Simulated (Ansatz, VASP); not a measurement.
# C (C(110)) in two plane-wave programs, part 2 of 2

Wanted: the spread between two codes on one cell, functional and k mesh.  The structure shown is the end of the VASP relaxation below.

VASP 6.6.1 and Ansatz 0.2.0.

So far: The structure; VASP: relaxation, PBE.

## 3. Ansatz: single point, PBE

Level of this step: Ansatz beside VASP: Kohn-Sham DFT, plane waves, PBE (Ansatz).

Ansatz runs on its default PAW (the set named soft_2) files.

The same cell, functional, mesh and smearing now go to Ansatz, which takes its cutoff from its data sets.

input.yaml

```yaml
crystal:
  lattice:
    - [2.52678799, 0.0, 0.0]
    - [0.0, 3.57341784, 0.0]
    - [0.0, 0.0, 26.10715196]
  atoms:
    - { symbol: C, position: [0.75, 0.40493585, 0.68697283] }
    - { symbol: C, position: [0.25, 0.59506415, 0.68697283] }
    - { symbol: C, position: [0.25, 0.88484458, 0.64642895] }
    - { symbol: C, position: [0.75, 0.11515542, 0.64642895] }
    - { symbol: C, position: [0.75, 0.37589161, 0.59674752] }
    - { symbol: C, position: [0.25, 0.62410839, 0.59674752] }
    - { symbol: C, position: [0.25, 0.8753311, 0.54848232] }
    - { symbol: C, position: [0.75, 0.1246689, 0.54848232] }
    - { symbol: C, position: [0.75, 0.37523062, 0.5] }
    - { symbol: C, position: [0.25, 0.62476938, 0.5] }
    - { symbol: C, position: [0.25, 0.8753311, 0.45151768] }
    - { symbol: C, position: [0.75, 0.1246689, 0.45151768] }
    - { symbol: C, position: [0.75, 0.37589161, 0.40325248] }
    - { symbol: C, position: [0.25, 0.62410839, 0.40325248] }
    - { symbol: C, position: [0.25, 0.88484458, 0.35357105] }
    - { symbol: C, position: [0.75, 0.11515542, 0.35357105] }
    - { symbol: C, position: [0.75, 0.40493585, 0.31302717] }
    - { symbol: C, position: [0.25, 0.59506415, 0.31302717] }
hamiltonian:
  xc: pbe
  pseudopotentials: { kind: paw }
kpoints:
  mp_grid: { grid: [9, 7, 1] }
scf:
  occupations: { method: gaussian, width: 0.03 }
  n_extra_bands: 8
efield:
  axis: 3
  dipole_correction: true
  ramp_width: 0.04
output:
  forces: true
  eigenvalues: true
  write_density: true
  write_potential: true
  elf: true
  volumetric_format: npy
```

Launch:

```bash
$ ansatz run input.yaml --threads 8 --pin off --max-ram 18432MiB --backend cpu --events-out ev --progress --plain --runs-dir out
```

Numbers of over 12 decimals in the logs are rounded to 6 here.

Output:

```text
scf.n_extra_bands = 8 over 36 filled bands (N_el = 72.0): the run solves 44 bands
Engine: ansatz 0.2.0, aarch64-unknown-linux-gnu
Pseudopotentials: kind: paw
Pseudopotential: C, paw, valence charge 4, recommended cutoff 420 eV (normal), C.paw.azcp
Functional definition: PBE
  parameter kappa = 0.804
  parameter beta = 0.066725
  exchange = pbe_x(kappa = kappa, mu = beta*pi^2/3)
  correlation = pbe_c(beta = beta)
Crystal: 18 atoms, lattice volume = 235.729 Å³
Basis set: ecut = 420 eV, 4569 PW (Γ), exchange–correlation on 36×48×360 points (8 copies of the dense FFT grid, shifted against one another)
Bands: 44, of which v1, the nominal top of the filled ones, is band 36 counted from 1 (35 counted from 0)
Symmetry: 4 space group operations
k-points: 20 of 63
Non-local potential: C, projectors of the file, l = 0: 2, l = 1: 2, l = 2: 1
PAW form: soft (Blöchl's): semilocal exchange-correlation on the pseudo side does not see the compensation charge
PAW one-centre angular grid: C, 110 points (default); XC on 64 Gauss nodes
Initial density: superposition of atomic densities (neutral atoms: chi_scale 0, normalization atom), corrected by the library's trained network
Initial wavefunctions: pseudopotential atomic-orbital guess
Functional: x = pbe(κ = 0.804, μ = 0.219515), c = pbe(β = 0.066725)
SCF iter   1: F=—  HF=-4508.894797 eV  |F-HF|=—  |Δ(HF+E_count)|=         —  Δρ=1.12e-2  dr2=1.24e0  ethr=1.77e-3  p=-0.000 e·Å  D=-2.40e-14 V/Å  ΔV_dip=0.00 eV  dr2_dipole=2.77e-7  V_vac-E_F(+/−)=4.71/4.71 eV  ⟨swp⟩=18.8  Hψ=6963  notcnv=0  defer=6
efield: sawtooth ramp at fractional position 0.9800 (placed from the atoms, in the widest stretch of the axis that holds none; the zero of the levels goes with the place), width 0.0400; the density the first Hamiltonian is built on has a dipole p = -0.000 e·Å; the dipole correction subtracts the counter field D = -2.40e-14 V/Å, which shifts the + side's vacuum level by +0.00 eV against the − side's; the planar-averaged density in the ramp window peaks in size at 1.2e-5 e/Å³
preconditioner: auto → LDOS  [insulator: Δε(μ)=0.117 eV  Ē_g=14.057 eV  σ=0.030 eV  W_gap=0.50  n_scr=40 (ndim 8)  ℏωp=20.5 eV  f_vac=0.508  D(μ)=1.19/eV (n_scr^D=6)  ε∞_Penn≈3.1  β→1.0]
SCF iter   2: F=—  HF=-4508.764455 eV  |F-HF|=—  |Δ(HF+E_count)|=   1.30e-1  Δρ=5.18e-3  dr2=1.58e-1  ethr=1.73e-3  p=-0.000 e·Å  D=-3.47e-5 V/Å  ΔV_dip=0.00 eV  dr2_dipole=9.05e-9  V_vac-E_F(+/−)=5.26/5.26 eV  ⟨swp⟩=3.8  Hψ=1526  notcnv=0  defer=57
preconditioner: auto → Resta (q_TF=auto, 2.239 Å⁻¹)  ε∞=3.1  [insulator: Δε(μ)=0.157 eV  Ē_g=14.242 eV  σ=0.030 eV  W_gap=1.00  n_scr=40 (ndim 8)  ℏωp=20.5 eV  f_vac=0.511  D(μ)=0.00/eV (n_scr^D=0)  ε∞_Penn≈3.1  vacuum switching on, ρ_ref=1.5e-2 e/Å³  β→0.5]
SCF iter   3: F=—  HF=-4508.733897 eV  |F-HF|=—  |Δ(HF+E_count)|=   3.06e-2  Δρ=1.63e-3  dr2=5.93e-3  ethr=2.20e-4  p=-0.000 e·Å  D=-3.87e-5 V/Å  ΔV_dip=0.00 eV  dr2_dipole=3.86e-8  V_vac-E_F(+/−)=5.22/5.22 eV  ⟨swp⟩=3.8  Hψ=1637  notcnv=0  defer=55
SCF iter   4: F=—  HF=-4508.733220 eV  |F-HF|=—  |Δ(HF+E_count)|=   6.77e-4  Δρ=4.94e-4  dr2=4.79e-4  ethr=8.23e-6  p=0.000 e·Å  D=1.72e-5 V/Å  ΔV_dip=-0.00 eV  dr2_dipole=1.66e-8  V_vac-E_F(+/−)=5.24/5.24 eV  ⟨swp⟩=3.5  Hψ=1992  notcnv=0  defer=50
SCF iter   5: F=—  HF=-4508.733285 eV  |F-HF|=—  |Δ(HF+E_count)|=   6.47e-5  Δρ=9.06e-5  dr2=4.96e-5  ethr=6.66e-7  p=-0.000 e·Å  D=-2.72e-5 V/Å  ΔV_dip=0.00 eV  dr2_dipole=2.66e-8  V_vac-E_F(+/−)=5.27/5.27 eV  ⟨swp⟩=2.6  Hψ=1565  notcnv=0  defer=50
SCF iter   6: F=—  HF=-4508.733330 eV  |F-HF|=—  |Δ(HF+E_count)|=   4.55e-5  Δρ=2.13e-5  dr2=2.07e-6  ethr=6.88e-8  p=0.000 e·Å  D=4.23e-5 V/Å  ΔV_dip=-0.00 eV  dr2_dipole=6.83e-8  V_vac-E_F(+/−)=5.28/5.28 eV  ⟨swp⟩=2.4  Hψ=1504  notcnv=0  defer=50
SCF iter   7: F=—  HF=-4508.733331 eV  |F-HF|=—  |Δ(HF+E_count)|=   6.17e-7  Δρ=8.90e-6  dr2=4.84e-7  ethr=2.87e-9  p=-0.000 e·Å  D=-5.84e-5 V/Å  ΔV_dip=0.00 eV  dr2_dipole=1.30e-7  V_vac-E_F(+/−)=5.28/5.28 eV  ⟨swp⟩=2.4  Hψ=1701  notcnv=0  defer=50
SCF iter   8: F=-4508.733331 eV  HF=-4508.733331 eV  |F-HF|=3.76e-8  |Δ(HF+E_count)|=   5.60e-8  Δρ=2.74e-6  dr2=3.94e-8  ethr=1.39e-10  p=0.000 e·Å  D=2.01e-5 V/Å  ΔV_dip=-0.00 eV  dr2_dipole=1.54e-8  V_vac-E_F(+/−)=5.28/5.28 eV  ⟨swp⟩=26.1  Hψ=9782  notcnv=0
SCF 1 converged in 8 iterations: F = -4508.733331 eV  dr2 = 3.94e-8
  greatest PAW one-centre occupation: 0.662 electrons in one spin orbital (limit 2), on the C atom at site 1 (counted from 0), in its partial waves of l = 0
WARN: The output density's exchange-correlation potential varies sharply where the density is thin. Do not read a vacuum level from v_tot or v_xc, or from such a field of the output density. On a cell that repeats whose density bears no net charge and no dipole along the vacuum's axis use v_es (v_loc + v_h of the components); under efield.dipole_correction with no amplitude use v_es + v_field, which holds any externa [...]
SCF converged after 8 iterations
Free energy (F): -4508.733331 eV
Harris-Foulkes:  -4508.733331 eV  (|F-HF|=3.76e-8)
Internal energy: -4508.733329 eV  (E = F + TS)
E sigma→0 (E₀):  -4508.733330 eV
Entropy (-TS):   -0.000002 eV (-0.000 meV/atom)
Fermi energy:    3.033793 eV
Dipole field:    D = -0.000134 V/Å  (p = -0.000174 e·Å, saw-weighted, corrected)
Work function:   Φ+ = 5.2824 eV   Φ− = 5.2790 eV
Levels:          The Fermi level and band energies are counted from a zero that moves with the ramp; work functions are not
--- Per-component energies (eV) ---
  E_band       = -463.463973
  E_kinetic    = 1655.048909
  E_local      = -74794.730186  (includes V_loc(G=0)·N_el)
  E_nonlocal   = 482.889056
  E_hartree    = 36697.995685
  E_xc         = -872.756892
  E_vxc        = -1082.800750  (∫ρ·V_xc dr)
  E_paw        = -1785.988094  (= ΣΔE_a)
  E_vpaw       = -119.855837  (= ΣTr[D̂ρ^β])
  E_aug_tail   = 0.000151  (compensation charges beyond the density's cutoff)
  E_efield     = 0.000000  (sawtooth field / dipole correction)
  E_vefield    = 0.000000  (∫n·V_field dr)
  E_ewald      = 34108.808042
  E_smearing   = -0.000002  (= −TS)
  E_closure    = -0.000000  (closes the sum)
  Σ components = -4508.733331   (vs F -4508.733331, Δ=0.00e0)
--- Forces (eV/Å), atoms counted from 1 ---
  atom   1  C      0.00000000     0.01426744    -0.01105349
  atom   2  C      0.00000000    -0.01426744    -0.01105349
  atom   3  C      0.00000000     0.01475346    -0.00336992
  atom   4  C      0.00000000    -0.01475346    -0.00336992
  atom   5  C      0.00000000    -0.00224374    -0.02985556
  atom   6  C      0.00000000     0.00224374    -0.02985556
  atom   7  C      0.00000000     0.01372371     0.01138169
  atom   8  C      0.00000000    -0.01372371     0.01138169
  atom   9  C      0.00000000    -0.00404777     0.00000337
  atom  10  C      0.00000000     0.00404777     0.00000337
  atom  11  C      0.00000000     0.01368947    -0.01138891
  atom  12  C      0.00000000    -0.01368947    -0.01138891
  atom  13  C      0.00000000    -0.00229520     0.02990343
  atom  14  C      0.00000000     0.00229520     0.02990343
  atom  15  C      0.00000000     0.01474342     0.00342394
  atom  16  C      0.00000000    -0.01474342     0.00342394
  atom  17  C      0.00000000     0.01426392     0.01109437
  atom  18  C      0.00000000    -0.01426392     0.01109437
  max |Σ_I F_I| component: 2.78e-4 eV/Å
--- Band table (eV; the first three rows and the last of 20) ---
  k-point 0: bands = [... 32 lower, 1.3267, 1.8712, 2.4587, 2.8588, 5.4896, 5.9374, 7.0550, 7.5589, ... 4 higher]
  k-point 1: bands = [... 32 lower, 0.9139, 1.2785, 2.6496, 2.7129, 5.1512, 5.4327, 7.0036, 7.6181, ... 4 higher]
  k-point 2: bands = [... 32 lower, 0.1292, 0.5346, 2.5203, 2.6302, 4.3942, 4.5811, 7.0754, 7.9728, ... 4 higher]
  k-point 19: bands = [... 32 lower, -1.1329, -1.0084, 2.8555, 2.9533, 3.5517, 3.6863, 9.6219, 9.9460, ... 4 higher]
```

The job ended after 7.8 s (8 threads of Arm Neoverse N1, shared host; peak memory 0.72 GiB).

## 4. Comparison

Known differences besides the PAW data sets themselves: the cutoff is 420 eV in Ansatz and 440 eV in VASP (PREC = Normal, projectors in real space); VASP leaves aspherical gradient terms in its spheres out (LASPH is not set), Ansatz keeps them. Total energies have different zeros and are not compared.

Both answers:

| quantity | Ansatz | VASP | difference |
| --- | --- | --- | --- |
| gap on the k mesh (eV) | 0.157 | 0.153 | +0.004 |

At this near-relaxed geometry the largest component of a force difference is 32 meV/Å.

## 5. VASP: band structure, PBE

The same path points are solved in both programs, so levels can be compared one by one.

INCAR

```
SYSTEM = C
PREC = Normal
ENCUT = 440
EDIFF = 1E-06
NELM = 120
ISMEAR = 0
SIGMA = 0.03
LREAL = Auto
ALGO = Fast
GGA = PE
NBANDS = 54
LORBIT = 11
LWAVE = .FALSE.
LCHARG = .TRUE.
KPAR = 4
IDIPOL = 3
LDIPOL = .TRUE.
DIPOL = 0.5 0.5 0.5
LVHAR = .TRUE.
LVACPOTAV = .TRUE.
NEDOS = 1500
```

POSCAR

```
C
1.0
    2.5267879902      0.0000000000      0.0000000000
    0.0000000000      3.5734178450      0.0000000000
    0.0000000000      0.0000000000     26.1071519609
C
18
Direct
    0.7500000000      0.4049358518      0.6869728300
    0.2500000000      0.5950641482      0.6869728300
    0.2500000000      0.8848445755      0.6464289491
    0.7500000000      0.1151554245      0.6464289491
    0.7500000000      0.3758916097      0.5967475154
    0.2500000000      0.6241083903      0.5967475154
    0.2500000000      0.8753310970      0.5484823204
    0.7500000000      0.1246689030      0.5484823204
    0.7500000000      0.3752306247      0.5000000000
    0.2500000000      0.6247693753      0.5000000000
    0.2500000000      0.8753310970      0.4515176796
    0.7500000000      0.1246689030      0.4515176796
    0.7500000000      0.3758916097      0.4032524846
    0.2500000000      0.6241083903      0.4032524846
    0.2500000000      0.8848445755      0.3535710509
    0.7500000000      0.1151554245      0.3535710509
    0.7500000000      0.4049358518      0.3130271700
    0.2500000000      0.5950641482      0.3130271700
```

KPOINTS

```
Automatic mesh
0
Gamma
9 7 1
0 0 0
```

KPOINTS_OPT

```
Line mode
14
Line-mode
Reciprocal
  0.00000000   0.00000000   0.00000000 GAMMA
  0.50000000   0.00000000   0.00000000 X

  0.50000000   0.00000000   0.00000000 X
  0.50000000   0.50000000   0.00000000 S

  0.50000000   0.50000000   0.00000000 S
  0.00000000   0.50000000   0.00000000 Y

  0.00000000   0.50000000   0.00000000 Y
  0.00000000   0.00000000   0.00000000 GAMMA

  0.00000000   0.00000000   0.00000000 GAMMA
  0.50000000   0.50000000   0.00000000 S
```

Potentials, in the order of the species: C (PBE family, release 64).

Launch:

```bash
$ mpirun -np 4 vasp_std
```

Output:

```text
[... set-up lines as in an earlier step ...]
 entering main loop
       N       E                     dE             d eps       ncg     rms          rms(c)
DAV:   1     0.399491861665E+03    0.39949E+03   -0.31924E+04  2200   0.104E+03
DAV:   2    -0.123560028110E+03   -0.52305E+03   -0.50033E+03  2850   0.271E+02
DAV:   3    -0.163422397794E+03   -0.39862E+02   -0.39354E+02  2706   0.740E+01
DAV:   4    -0.164463867485E+03   -0.10415E+01   -0.10379E+01  3152   0.128E+01
[...]
RMM:  20    -0.157899564074E+03   -0.43309E-05   -0.14113E-07  1601   0.131E-03    0.161E-04
RMM:  21    -0.157899565660E+03   -0.15860E-05   -0.69895E-08  1356   0.977E-04    0.132E-04
RMM:  22    -0.157899566169E+03   -0.50894E-06   -0.34020E-08  1229   0.840E-04
 -----------------------------------------------------------------------------
|                                                                             |
|           W    W    AA    RRRRR   N    N  II  N    N   GGGG   !!!           |
|           W    W   A  A   R    R  NN   N  II  NN   N  G    G  !!!           |
[...]
|                                                                             |
 -----------------------------------------------------------------------------

   1 F= -.15789957E+03 E0= -.15789957E+03  d E =-.224662E-05
 Start KPOINTS_OPT (optional k-point list driver)
k-point batch [1-20\70]
       N       E                     dE             ncg
DAV:   1    -0.964173908314E+03   -0.36496E+05     2168
DAV:   2    -0.108416533704E+05   -0.98775E+04     2818
DAV:   3    -0.116263538769E+05   -0.78470E+03     2616
DAV:   4    -0.116463540264E+05   -0.20000E+02     2960
[...]
DAV:   8    -0.116468040600E+05   -0.46593E-04     2960
DAV:   9    -0.116468040621E+05   -0.21021E-05     2114
DAV:  10    -0.116468040624E+05   -0.24583E-06     1920
[...]
k-point batch [61-70\70]
       N       E                     dE             ncg
DAV:   1     0.442938112083E+03   -0.22748E+05     1080
DAV:   2    -0.449513361606E+04   -0.49381E+04     1466
DAV:   3    -0.484574202999E+04   -0.35061E+03     1328
DAV:   4    -0.485352738844E+04   -0.77854E+01     1552
[...]
DAV:   8    -0.485372353727E+04   -0.23580E-04     1448
DAV:   9    -0.485372353838E+04   -0.11119E-05     1160
DAV:  10    -0.485372353851E+04   -0.12696E-06     1040
```

Parts of OUTCAR (step 5):

```text
  Total       -4.9570945     16.0664635     -0.9069755      0.0000000      0.0000000      0.0000000
  in kB      -33.6919135    109.1990275     -6.1644459      0.0000000      0.0000000      0.0000000
  external PRESSURE =      23.1142227 kB  Pullay stress =       0.0000000 kB

 POSITION                                       TOTAL-FORCE (eV/Angst)
 -----------------------------------------------------------------------------------
      1.89509      1.44700     17.93490         0.000000     -0.001057      0.020032
      0.63170      2.12641     17.93490         0.000000      0.001057      0.020032
      0.63170      3.16192     16.87642        -0.000000      0.017434     -0.014772
      1.89509      0.41150     16.87642        -0.000000     -0.017434     -0.014772
      1.89509      1.34322     15.57938        -0.000000     -0.002282     -0.023147
      0.63170      2.23020     15.57938         0.000000      0.002282     -0.023147
      0.63170      3.12792     14.31931         0.000000      0.014457      0.008071
      1.89509      0.44549     14.31931         0.000000     -0.014457      0.008071
      1.89509      1.34086     13.05358         0.000000     -0.003103      0.000000
      0.63170      2.23256     13.05358        -0.000000      0.003103      0.000000
      0.63170      3.12792     11.78784         0.000000      0.014457     -0.008071
      1.89509      0.44549     11.78784        -0.000000     -0.014457     -0.008071
      1.89509      1.34322     10.52777         0.000000     -0.002282      0.023147
      0.63170      2.23020     10.52777         0.000000      0.002282      0.023147
[...]
-----------------------------------------------------------------------------------
    total drift:                                0.000000      0.000000     -0.000000

  FREE ENERGIE OF THE ION-ELECTRON SYSTEM (eV)
  ---------------------------------------------------
  free  energy   TOTEN  =      -157.8995661687 eV

  energy  without entropy=     -157.8995639221  energy(sigma->0) =     -157.89956505

[... 2 parts as in an earlier step ...]

[... 1 further part left out ...]
[key lines of the parts left out:]
E-fermi :   1.4776
```

## 6. Ansatz: band structure, PBE

The same cell, functional, mesh and smearing now go to Ansatz, which takes its cutoff from its data sets.

input.yaml

```yaml
crystal:
  lattice:
    - [2.5267879902, 0.0, 0.0]
    - [0.0, 3.573417845, 0.0]
    - [0.0, 0.0, 26.1071519609]
  atoms:
    - { symbol: C, position: [0.75, 0.4049358518, 0.68697283] }
    - { symbol: C, position: [0.25, 0.5950641482, 0.68697283] }
    - { symbol: C, position: [0.25, 0.8848445755, 0.6464289491] }
    - { symbol: C, position: [0.75, 0.1151554245, 0.6464289491] }
    - { symbol: C, position: [0.75, 0.3758916097, 0.5967475154] }
    - { symbol: C, position: [0.25, 0.6241083903, 0.5967475154] }
    - { symbol: C, position: [0.25, 0.875331097, 0.5484823204] }
    - { symbol: C, position: [0.75, 0.124668903, 0.5484823204] }
    - { symbol: C, position: [0.75, 0.3752306247, 0.5] }
    - { symbol: C, position: [0.25, 0.6247693753, 0.5] }
    - { symbol: C, position: [0.25, 0.875331097, 0.4515176796] }
    - { symbol: C, position: [0.75, 0.124668903, 0.4515176796] }
    - { symbol: C, position: [0.75, 0.3758916097, 0.4032524846] }
    - { symbol: C, position: [0.25, 0.6241083903, 0.4032524846] }
    - { symbol: C, position: [0.25, 0.8848445755, 0.3535710509] }
    - { symbol: C, position: [0.75, 0.1151554245, 0.3535710509] }
    - { symbol: C, position: [0.75, 0.4049358518, 0.31302717] }
    - { symbol: C, position: [0.25, 0.5950641482, 0.31302717] }
hamiltonian:
  xc: pbe
  pseudopotentials: { kind: paw }
kpoints:
  mp_grid: { grid: [9, 7, 1] }
  band_path:
    path:
      - [0.0, 0.0, 0.0]
      - [0.07692, 0.0, 0.0]
      - [0.15385, 0.0, 0.0]
      - [0.26923, 0.0, 0.0]
      - [0.34615, 0.0, 0.0]
      - [0.42308, 0.0, 0.0]
      - [0.5, 0.0, 0.0]
      - [0.5, 0.07692, 0.0]
      - [0.5, 0.19231, 0.0]
      - [0.5, 0.26923, 0.0]
      - [0.5, 0.34615, 0.0]
      - [0.5, 0.46154, 0.0]
      - [0.5, 0.5, 0.0]
      - [0.42308, 0.5, 0.0]
      - [0.30769, 0.5, 0.0]
      - [0.23077, 0.5, 0.0]
      - [0.11538, 0.5, 0.0]
      - [0.03846, 0.5, 0.0]
      - [0.0, 0.5, 0.0]
      - [0.0, 0.38462, 0.0]
      - [0.0, 0.30769, 0.0]
      - [0.0, 0.23077, 0.0]
      - [0.0, 0.11538, 0.0]
      - [0.0, 0.03846, 0.0]
      - [0.03846, 0.03846, 0.0]
      - [0.11538, 0.11538, 0.0]
      - [0.19231, 0.19231, 0.0]
      - [0.30769, 0.30769, 0.0]
      - [0.38462, 0.38462, 0.0]
      - [0.5, 0.5, 0.0]
    npoints: 1
scf:
  occupations: { method: gaussian, width: 0.03 }
  n_extra_bands: 15
efield:
  axis: 3
  dipole_correction: true
  ramp_width: 0.04
output:
  forces: true
  eigenvalues: true
```

Launch:

```bash
$ ansatz run input.yaml --threads 8 --pin off --max-ram 18432MiB --backend cpu --events-out ev --progress --plain --runs-dir out
```

Output:

```text
[...]
Crystal: 18 atoms, lattice volume = 235.729 Å³
Basis set: ecut = 420 eV, 4569 PW (Γ), exchange–correlation on 36×48×360 points (8 copies of the dense FFT grid, shifted against one another)
Bands: 51, of which v1, the nominal top of the filled ones, is band 36 counted from 1 (35 counted from 0)
Symmetry: 4 space group operations
k-points: 20 of 63
[...]
k-point 0: bands = [... 32 lower, 1.3266, 1.8711, 2.4586, 2.8587, 5.4895, 5.9373, 7.0550, 7.5589, ... 11 higher]
  k-point 1: bands = [... 32 lower, 0.9139, 1.2784, 2.6495, 2.7128, 5.1511, 5.4326, 7.0036, 7.6180, ... 11 higher]
  k-point 2: bands = [... 32 lower, 0.1291, 0.5346, 2.5202, 2.6302, 4.3942, 4.5810, 7.0754, 7.9727, ... 11 higher]
  k-point 19: bands = [... 32 lower, -1.1330, -1.0084, 2.8554, 2.9533, 3.5516, 3.6862, 9.6219, 9.9460, ... 11 higher]
[key lines of the parts left out:]
SCF converged after 8 iterations
Free energy (F): -4508.733331 eV
Fermi energy:    3.033746 eV
Dipole field:    D = -0.000099 V/Å  (p = -0.000129 e·Å, saw-weighted, corrected)
Work function:   Φ+ = 5.2820 eV   Φ− = 5.2795 eV
```

It took 13 s on 8 threads; peak memory 0.89 GiB; 96 s of CPU time.

## 7. Comparison

Compared:

| quantity | Ansatz | VASP | difference |
| --- | --- | --- | --- |
| work function, lower of the two faces (eV) | 5.28 | 5.27 | +0.01 |
| work function, higher of the two faces (eV) | 5.28 | 5.27 | +0.01 |

At this near-relaxed geometry the largest component of a force difference is 31 meV/Å. Levels from 3 eV below to 2 eV above the Fermi level differ by 4 meV r.m.s. and 11 meV at most; each VASP level is matched to the nearest of Ansatz, which flatters the figure a little.

## 8. Results

| Quantity | Value |
| --- | --- |
| difference in gap on the k mesh (single point, PBE) | 0.0042 eV |
| r.m.s. force difference (single point, PBE) | 10 meV/Å |
| r.m.s. difference of levels near the Fermi level (band structure, PBE) | 4.0 meV |
| r.m.s. force difference (band structure, PBE) | 10 meV/Å |

**Reading.** The r.m.s. force difference is 10 meV/Å (single point, PBE), within the 12 meV/Å picked in this series as the mark of a large difference. How closely two codes agree says nothing of how well the functional describes the real material.

[Lines on the potential files, build, host, timing and source positions are cut from VASP's logs without a mark.]

[Logs are printed without paths, hosts, clocks, repeated set-up lines and the standing remarks that a program may print on its own settings, such as how far it seeks lower states.]

[Hosts, paths, dates, database ids (printed as entryN), source tags and the programs' standing remarks are cut or masked in the printed files.]
